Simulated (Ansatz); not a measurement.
# SiC: the cost of one run

Method: DFT r2SCAN, scalar-relativistic, plane waves, PAW, in Ansatz 0.2.0.

2 further runs of the same task are left out: 2 set aside as unsound or not needed. Runs told in other sessions of the task aren't counted.

## 1. The starting structure

The structure is hexagonal, space group P6_3mc (No. 186). Conventional cell: a = 3.075 Å, b = 3.075 Å, c = 5.048 Å, α = 90.00°, β = 90.00°, γ = 120.00°. Si (site symmetry 3m) has 4 C at 1.88 to 1.90 Å in its first shell of neighbours. C (site symmetry 3m) is surrounded by 4 Si at 1.88 to 1.90 Å.

As a file:

```
Si C
1.0
     3.07520    0.00000    0.00000
    -1.53760    2.66320    0.00000
     0.00000    0.00000    5.04817
Si C
2 2
Direct
  0.33333 0.66667 0.00460
  0.66667 0.33333 0.50460
  0.33333 0.66667 0.38040
  0.66667 0.33333 0.88040
```

This cell was relaxed beforehand with the same method: volume 10.34 Å³/atom, gap on the mesh 2.65 eV.

## 2. Zero of energy

Reference values: F = -1782.6518 eV; pressure 0.02 GPa; largest force 0.000 eV/Å; gap on the mesh 2.65 eV. It was computed beforehand with the settings of the runs below.

## 3. Next: a strain scan

The cell is strained by ε times the Voigt pattern (0, 0, 0, 0, 1, 0) (xx, yy, zz, yz, xz, xy; engineering shear), with fractional coordinates fixed (clamped ions). The stress on the pattern is the sum of the stress components weighted by it, tension positive.

## 4. At ε = -0.0200

Input file input.yaml:

```yaml
crystal:
  lattice:
    - [3.0751950059, 0.0, -0.0307519501]
    - [-1.5375975029, 2.6631969967, 0.015375975]
    - [-0.0504816685, 0.0, 5.0481668544]
  atoms:
    - { symbol: Si, position: [0.3333333333, 0.6666666667, 0.0046028828] }
    - { symbol: Si, position: [0.6666666667, 0.3333333333, 0.5046028828] }
    - { symbol: C, position: [0.3333333333, 0.6666666667, 0.3803971172] }
    - { symbol: C, position: [0.6666666667, 0.3333333333, 0.8803971172] }
basis:
  ecutwfc: 500
kpoints:
  mp_grid: { grid: [12, 12, 6] }
hamiltonian:
  xc: r2scan
scf:
  occupations: { method: gaussian, width: 0.05 }
output:
  forces: true
  stress: true
  eigenvalues: true
```

Started as:

```console
> ansatz run input.yaml --threads 1 --pin off --max-ram 2560MiB --backend cpu --events-out ev --progress --plain --runs-dir out
```

What time and memory should one allow on 1 thread of Intel Xeon at 2.50GHz (Skylake/Cascade Lake), shared host?

About 42 s, with a peak of 0.58 GiB.
